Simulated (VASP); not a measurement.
Set up this calculation in VASP 6.6.1, as the native input.

| Item | Value |
| --- | --- |
| Task | relaxation of cell and atoms |
| Functional | PBEsol |
| Potentials or basis | VASP PAW PBE potentials, release 64 (Si) |
| Cutoff | 600 eV |
| k mesh | 12 × 12 × 6 |
| Occupations | gaussian, width 0.03 eV |
| Spin | no spin polarisation |
| Further INCAR settings | ALGO = Normal; EDIFF = 1e-06; IBRION = 2; EDIFFG = -0.01; NSW = 90; ISIF = 3 |

The structure of Si lies in POSCAR:

```
Si
1.0
    2.6655775094      0.0000000000      0.0000000000
   -1.3327887547      2.3084578389      0.0000000000
    0.0000000000      0.0000000000      4.5062692700
Si
2
Direct
    0.3333333300      0.6666666700      0.2500000000
    0.6666666700      0.3333333300      0.7500000000
```

This isn't the form of Si at room conditions, which is diamond.

One way to write it, as run:

INCAR

```
SYSTEM = Si
PREC = Accurate
ENCUT = 600
EDIFF = 1E-6
ISMEAR = 0
SIGMA = 0.03
LREAL = .FALSE.
LASPH = .TRUE.
NELM = 80
ALGO = Normal
ISIF = 3
LWAVE = .FALSE.
LCHARG = .FALSE.
GGA = PS
IBRION = 2
NSW = 90
EDIFFG = -0.01
```

KPOINTS

```
Automatic mesh
0
G
  12 12 6
  0 0 0
```

Potentials or basis: VASP PAW PBE potentials, release 64 (Si).

Launch:

```console
$ cat potpaw_PBE.64/Si/POTCAR > POTCAR
$ mpirun -np 1 vasp_std > vasp.out
```

It gave:

The relaxed volume is 13.95 Å³/atom and the relaxed cell is a = 2.676 Å, b = 2.676 Å, c = 4.500 Å, α = 90.00°, β = 90.00°, γ = 120.00°. The space group after relaxing (to 0.05 Å) is P6_3/mmc (No. 194) and the energy gained by relaxing is 0.5 meV/atom. The ionic steps are 5, the pressure after relaxing is 0.0 GPa and the band gap on the k mesh is none (metal or under the smearing width).

Caveat: the PAW data sets were made with another functional, which shifts forces and pressure a little.

Run time: 12 s on 1 thread of Intel(R) Xeon(R) 6975P-C (Granite Rapids), on a shared host, peak memory 0.15 GiB.
